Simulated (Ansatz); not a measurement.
# Nickel, dhcp under PBE: from relaxation to bulk modulus

Aim: take nickel in the dhcp structure, relax it, solve it on a dense k-mesh, then scale the cell to 7 volumes from 88 to 112 % of the relaxed one and try a fit of the equation of state. The start is ferromagnetic. The k-meshes are 14×14×4 for the relaxation; 19×19×5 for the dense run; 19×19×5 for the volumes.

Method: DFT PBE, plane waves (420 eV) with PAW, scalar-relativistic, in Ansatz 0.2.0.

### 1 The starting structure

The structure is hexagonal, space group P6_3/mmc (No. 194). The conventional cell has a = 2.492 Å, b = 2.492 Å, c = 8.138 Å, α = 90.00°, β = 90.00°, γ = 120.00°. Around Ni (site symmetry -3m) lie 12 Ni at 2.49 Å. Around Ni (site symmetry -6m2) lie 12 Ni at 2.49 Å.

Structure file:

```
Ni
1.0
     2.49176    0.00000    0.00000
    -1.24588    2.15792    0.00000
     0.00000    0.00000    8.13807
Ni
4
Direct
  0.00000 0.00000 0.00000
  0.00000 0.00000 0.50000
  0.33333 0.66667 0.25000
  0.66667 0.33333 0.75000
```

The atoms start with moments of +0.8 ×4 μB.

### 2 Geometry optimisation

File input.yaml:

```yaml
crystal:
  lattice:
    - [2.491755966, 0.0, 0.0]
    - [-1.245877983, 2.1579239666, 0.0]
    - [0.0, 0.0, 8.138074985]
  atoms:
    - { symbol: Ni, position: [0.0, 0.0, 0.0], spin: 0.8 }
    - { symbol: Ni, position: [0.0, 0.0, 0.5], spin: 0.8 }
    - { symbol: Ni, position: [0.3333333333, 0.6666666667, 0.25], spin: 0.8 }
    - { symbol: Ni, position: [0.6666666667, 0.3333333333, 0.75], spin: 0.8 }
hamiltonian:
  xc: pbe
  pseudopotentials:
    kind: paw
    azcp:
      Ni: "pseudopotentials/Ni.paw.azcp"
basis:
  ecutwfc: 420
  fft_grid_basis: typed
kpoints:
  mp_grid: { grid: [14, 14, 4], shift: [0, 0, 0] }
magnetization:
  spin_polarized: true
scf:
  occupations: { method: fermi_dirac, width: 0.05 }
relax:
  max_steps: 60
  f_tol: 0.01
  cell: {}
```

Output (excerpt; [...] marks lines left out):

```text
[...]
Pseudopotentials: kind: paw
Pseudopotential: Ni, paw, valence charge 18, recommended cutoff 420 eV (normal), <dir>
Functional definition: PBE
[...]
Crystal: 4 atoms, lattice volume = 43.759 Å³
Basis set: ecut = 420 eV, 837 PW (Γ), exchange–correlation on 36×36×120 points (8 copies of the dense FFT grid, shifted against one another)
Bands: 46, of which v1, the nominal top of the filled ones, is band 36 counted from 1 (35 counted from 0)
Symmetry: 24 space group operations
Space group: P63/mmc (ITA 194), of the structure as read, at distance tolerance 3.5e-5 Å
Magnetic group: BNS 194.263 (UNI 1493), of the structure as read, at distance tolerance 3.5e-5 Å
k-points: 72 of 784
[...]
Starting moments: Σ|m| = 3.2 μB on 4 of 4 sites
[...]
SCF iter   1: F=—  HF=-23355.752761 eV  |F-HF|=—  |Δ(HF+E_count)|=         —  Δρ=6.70e-2 (↑1.91e-2 ↓6.70e-2)  dr2=1.98e0  dr2_m=2.42e-1  M=3.255 μB ∫|m|=3.436 μB  β_m=0.30  ethr=2.75e-3  ⟨swp⟩=1.5  Hψ=29194  notcnv=0
[...]
spin=Collinear: Kerker preconditioning applied to the charge; magnetization (m = ρ↑ − ρ↓) channel mixes plain (no charge-response kernel on spin).
[...]
relax step   1: F+E_penalty+E_count = -23358.85606453 eV  Δ(F+E_penalty+E_count) = +0.000e0 eV  max|allowed force component| = 9.252e-18 eV/Å  Δτ_max = 0.0000 Å  P = -0.498 GPa  Ω = 43.759 Å³  (16 SCF iters, dr2 threshold 1.00e-7 eV, accepted)
[...]
Spin contamination: 0.0291 ħ² per cell (⟨S²⟩ above its minimum at these occupations)
Per-site moments (μB) at R_I (Å): [(0.6764498037078769, 1.0260695596138358), (0.6764498037078762, 1.0260695596138358), (0.6880127271348886, 1.0260695596138358), (0.6880127271348886, 1.0260695596138358)]
Free energy (F): -23358.856379 eV
[...]
E sigma→0 (E₀):  -23358.824633 eV
Entropy (-TS):   -0.063493 eV (-15.873 meV/atom)
Fermi energy:    18.132342 eV
[...]
--- Forces (eV/Å), atoms counted from 1 ---
  atom   1  Ni    -0.00000000    -0.00000000     0.00000000
  atom   2  Ni    -0.00000000     0.00000000     0.00000000
  atom   3  Ni    -0.00000000    -0.00000000     0.00000000
  atom   4  Ni     0.00000000     0.00000000     0.00000000
[...]
--- Stress (GPa, compression-positive) ---
        0.014963      -0.000000       0.000000
        0.000000       0.014963       0.000000
        0.000000       0.000000       0.022525
  P = ⅓ Tr σ = 0.0175 GPa (0.175 kbar)
--- Relaxed structure (3 steps of the walk, 3 accepted, 1 SCFs on fresh bases) ---
  F+E_penalty+E_count = -23358.85637944 eV   max|allowed force component| = 2.776e-17 eV/Å   (the final SCF, on the basis selected at the relaxed cell)
  cell:  # Å, volume = 43.6407 Å³
    - [2.4874413566396023, 0.0, 0.0]
    - [-1.2437206783198012, 2.154187405273923, 0.0]
    - [0.0, 0.0, 8.144332806057815]
  atoms:
    - { symbol: Ni, position: [-1.3544301812097876e-35, -3.2422562075429833e-35, 2.311100554839211e-36] }
    - { symbol: Ni, position: [-2.6957902238492854e-35, -4.6367750064862014e-35, 0.5] }
    - { symbol: Ni, position: [0.33333333333333337, 0.6666666666666669, 0.25] }
    - { symbol: Ni, position: [0.6666666666666667, 0.33333333333333337, 0.75] }
```

Wall time 1.9 min (1 thread of an x86-64 CPU, shared host); peak memory 0.62 GiB.

Step by step:

| step | energy change (meV/atom) | largest force (eV/Å) | pressure (GPa) | volume (Å³/atom) |
| --- | --- | --- | --- | --- |
| 1 | 0.00 | 0.0000 | -0.50 | 10.940 |
| 2 | -0.06 | 0.0000 | -0.26 | 10.926 |
| 3 | -0.09 | 0.0000 | 0.01 | 10.910 |
| 4 | -0.08 | 0.0000 | 0.02 | 10.910 |

Steps that repeat a cell are solved on a basis chosen anew, so their changes of energy are no gain of the relaxation.

Changes in the cell that was computed:

|  | before | after | change |
| --- | --- | --- | --- |
| a (Å) | 2.492 | 2.487 | -0.2 % |
| b (Å) | 2.492 | 2.487 | -0.2 % |
| c (Å) | 8.138 | 8.144 | +0.1 % |
| volume (Å³/atom) | 10.940 | 10.910 | -0.3 % |
| shortest distance (Å) | 2.492 | 2.487 | -0.2 % |
| space group (spins left aside) | P6_3/mmc | P6_3/mmc | same |

### 3 The energy on a finer k-mesh

File input.yaml:

```yaml
crystal:
  lattice:
    - [2.4874413566, 0.0, 0.0]
    - [-1.2437206783, 2.1541874053, 0.0]
    - [0.0, 0.0, 8.1443328061]
  atoms:
    - { symbol: Ni, position: [1.0, 1.0, 0.0], spin: 0.676 }
    - { symbol: Ni, position: [1.0, 1.0, 0.5], spin: 0.676 }
    - { symbol: Ni, position: [0.3333333333, 0.6666666667, 0.25], spin: 0.688 }
    - { symbol: Ni, position: [0.6666666667, 0.3333333333, 0.75], spin: 0.688 }
hamiltonian:
  xc: pbe
  pseudopotentials:
    kind: paw
    azcp:
      Ni: "pseudopotentials/Ni.paw.azcp"
basis:
  ecutwfc: 420
  fft_grid_basis: typed
kpoints:
  mp_grid: { grid: [19, 19, 5], shift: [0, 0, 0] }
magnetization:
  spin_polarized: true
scf:
  occupations: { method: fermi_dirac, width: 0.05 }
```

Output (excerpt; [...] marks lines left out):

```text
[...]
[... 3 set-up lines as earlier in the session ...]
[...]
Crystal: 4 atoms, lattice volume = 43.641 Å³
Basis set: ecut = 420 eV, 825 PW (Γ)
Bands: 45, of which v1, the nominal top of the filled ones, is band 36 counted from 1 (35 counted from 0)
[... 2 set-up lines as earlier in the session ...]
Magnetic group: BNS 194.263 (UNI 1493), of the structure as read, at distance tolerance 3.5e-5 Å
k-points: 120 of 1805
[...]
Starting moments: Σ|m| = 2.728 μB on 4 of 4 sites
[...]
SCF iter   1: F=—  HF=-23355.746380 eV  |F-HF|=—  |Δ(HF+E_count)|=         —  Δρ=8.67e-2 (↑1.21e-2 ↓8.67e-2)  dr2=1.90e0  dr2_m=8.29e-1  M=3.366 μB ∫|m|=3.551 μB  β_m=0.30  ethr=2.63e-3  ⟨swp⟩=1.4  Hψ=47357  notcnv=0
[...]
spin=Collinear: Kerker preconditioning applied to the charge; magnetization (m = ρ↑ − ρ↓) channel mixes plain (no charge-response kernel on spin).
[...]
SCF iter  14: F=-23358.863085 eV  HF=-23358.863085 eV  |F-HF|=3.19e-9  |Δ(HF+E_count)|=   2.35e-9  Δρ=2.32e-6 (↑1.03e-6 ↓2.32e-6)  dr2=3.26e-9  dr2_m=2.37e-10  M=2.584 μB ∫|m|=2.953 μB  ethr=2.46e-11  ⟨swp⟩=1.6  Hψ=27190  notcnv=0
[...]
SCF converged after 14 iterations
Magnetization: 2.5837 μB (37.2919 up, 34.7081 down)
Absolute magnetization: 2.9567 μB (∫|ρ↑−ρ↓|, with the PAW one-centre terms)
Spin contamination: 0.0302 ħ² per cell (⟨S²⟩ above its minimum at these occupations)
Per-site moments (μB) at R_I (Å): [(0.6802834516385096, 1.0260695596118783), (0.6802834516385091, 1.0260695596118783), (0.6906179279729828, 1.0260695596118783), (0.6906179279729826, 1.0260695596118783)]
Free energy (F): -23358.863085 eV
[...]
E sigma→0 (E₀):  -23358.832937 eV
Entropy (-TS):   -0.060297 eV (-15.074 meV/atom)
Fermi energy:    18.135548 eV
[...]
```

Wall time 71 s (1 thread of an x86-64 CPU, shared host); peak memory 0.77 GiB.

### 4 Equation of state: 88 %

File input.yaml:

```yaml
crystal:
  lattice:
    - [2.3836751819, 0.0, 0.0]
    - [-1.1918375909, 2.0643232619, 0.0]
    - [0.0, 0.0, 7.8045835859]
  atoms:
    - { symbol: Ni, position: [1.0, 1.0, 0.0], spin: 0.68 }
    - { symbol: Ni, position: [1.0, 1.0, 0.5], spin: 0.68 }
    - { symbol: Ni, position: [0.3333333333, 0.6666666667, 0.25], spin: 0.691 }
    - { symbol: Ni, position: [0.6666666667, 0.3333333333, 0.75], spin: 0.691 }
hamiltonian:
  xc: pbe
  pseudopotentials:
    kind: paw
    azcp:
      Ni: "pseudopotentials/Ni.paw.azcp"
basis:
  ecutwfc: 420
  fft_grid_basis: typed
kpoints:
  mp_grid: { grid: [19, 19, 5], shift: [0, 0, 0] }
magnetization:
  spin_polarized: true
scf:
  occupations: { method: fermi_dirac, width: 0.05 }
output:
  stress: true
```

Output (excerpt; [...] marks lines left out):

```text
[...]
[... 3 set-up lines as earlier in the session ...]
[...]
Crystal: 4 atoms, lattice volume = 38.404 Å³
Basis set: ecut = 420 eV, 723 PW (Γ)
Bands: 45, of which v1, the nominal top of the filled ones, is band 36 counted from 1 (35 counted from 0)
[... 1 set-up line as earlier in the session ...]
Space group: P63/mmc (ITA 194), of the structure as read, at distance tolerance 3.4e-5 Å
Magnetic group: BNS 194.263 (UNI 1493), of the structure as read, at distance tolerance 3.4e-5 Å
k-points: 120 of 1805
[...]
Starting moments: Σ|m| = 2.742 μB on 4 of 4 sites
[...]
SCF iter   1: F=—  HF=-23354.583750 eV  |F-HF|=—  |Δ(HF+E_count)|=         —  Δρ=1.02e-1 (↑2.22e-2 ↓1.02e-1)  dr2=3.39e0  dr2_m=6.20e-1  M=3.212 μB ∫|m|=3.362 μB  β_m=0.30  ethr=3.10e-3  ⟨swp⟩=5.7  Hψ=34863  notcnv=0  defer=66
[...]
SCF iter  14: F=-23358.366766 eV  HF=-23358.366766 eV  |F-HF|=1.22e-8  |Δ(HF+E_count)|=  6.40e-10  Δρ=4.41e-6 (↑1.56e-6 ↓4.41e-6)  dr2=1.26e-8  dr2_m=7.43e-10  M=2.373 μB ∫|m|=2.677 μB  ethr=1.45e-11  ⟨swp⟩=2.3  Hψ=33603  notcnv=0
[...]
SCF converged after 14 iterations
Magnetization: 2.3729 μB (37.1864 up, 34.8136 down)
Absolute magnetization: 2.6801 μB (∫|ρ↑−ρ↓|, with the PAW one-centre terms)
Spin contamination: 0.0210 ħ² per cell (⟨S²⟩ above its minimum at these occupations)
Per-site moments (μB) at R_I (Å): [(0.6189217951743523, 0.9832660125347281), (0.6189217951743525, 0.9832660125347281), (0.6342178326703477, 0.9832660125347281), (0.6342178326703476, 0.9832660125347281)]
Free energy (F): -23358.366766 eV
[...]
E sigma→0 (E₀):  -23358.340213 eV
Entropy (-TS):   -0.053107 eV (-13.277 meV/atom)
Fermi energy:    21.237156 eV
[...]
--- Stress (GPa, compression-positive) ---
       34.212119       0.000000       0.000000
        0.000000      34.212119       0.000000
        0.000000       0.000000      34.678100
  P = ⅓ Tr σ = 34.3674 GPa (343.674 kbar)
```

It took 64 s on 1 thread of an x86-64 CPU, shared host; peak memory 0.76 GiB.

### 5 Equation of state: 92 %

Changes to input.yaml since step 4:

```diff
@@ -2,5 +2,5 @@
   lattice:
-    - [2.3836751819, 0.0, 0.0]
-    - [-1.1918375909, 2.0643232619, 0.0]
-    - [0.0, 0.0, 7.8045835859]
+    - [2.4192576693, 0.0, 0.0]
+    - [-1.2096288347, 2.0951386, 0.0]
+    - [0.0, 0.0, 7.9210870842]
   atoms:
```

Output (excerpt; [...] marks lines left out):

```text
[...]
[... 3 set-up lines as earlier in the session ...]
[...]
Crystal: 4 atoms, lattice volume = 40.149 Å³
Basis set: ecut = 420 eV, 741 PW (Γ)
Bands: 45, of which v1, the nominal top of the filled ones, is band 36 counted from 1 (35 counted from 0)
[... 2 set-up lines as earlier in the session ...]
Magnetic group: BNS 194.263 (UNI 1493), of the structure as read, at distance tolerance 3.4e-5 Å
k-points: 120 of 1805
[...]
Starting moments: Σ|m| = 2.742 μB on 4 of 4 sites
[...]
SCF iter   1: F=—  HF=-23355.206609 eV  |F-HF|=—  |Δ(HF+E_count)|=         —  Δρ=9.66e-2 (↑1.60e-2 ↓9.66e-2)  dr2=2.85e0  dr2_m=6.82e-1  M=3.265 μB ∫|m|=3.426 μB  β_m=0.30  ethr=3.10e-3  ⟨swp⟩=5.6  Hψ=34663  notcnv=0  defer=65
[...]
SCF iter  13: F=-23358.660617 eV  HF=-23358.660617 eV  |F-HF|=8.56e-8  |Δ(HF+E_count)|=   7.22e-9  Δρ=1.23e-5 (↑3.83e-6 ↓1.23e-5)  dr2=9.06e-8  dr2_m=6.82e-9  M=2.454 μB ∫|m|=2.780 μB  ethr=1.72e-11  ⟨swp⟩=2.0  Hψ=31832  notcnv=0
[...]
SCF converged after 13 iterations
Magnetization: 2.4542 μB (37.2271 up, 34.7729 down)
Absolute magnetization: 2.7834 μB (∫|ρ↑−ρ↓|, with the PAW one-centre terms)
Spin contamination: 0.0240 ħ² per cell (⟨S²⟩ above its minimum at these occupations)
Per-site moments (μB) at R_I (Å): [(0.6421546295005285, 0.9979437886067), (0.6421546295005284, 0.9979437886067), (0.6559024397813247, 0.9979437886067), (0.6559024397813246, 0.9979437886067)]
Free energy (F): -23358.660617 eV
[...]
E sigma→0 (E₀):  -23358.632746 eV
Entropy (-TS):   -0.055742 eV (-13.935 meV/atom)
Fermi energy:    20.112612 eV
[...]
--- Stress (GPa, compression-positive) ---
       20.039466      -0.000000       0.000000
       -0.000000      20.039466       0.000000
        0.000000       0.000000      20.343145
  P = ⅓ Tr σ = 20.1407 GPa (201.407 kbar)
```

Wall time 51 s (1 thread of an x86-64 CPU, shared host); peak memory 0.76 GiB.

(Part 1 of 2 ends here.)
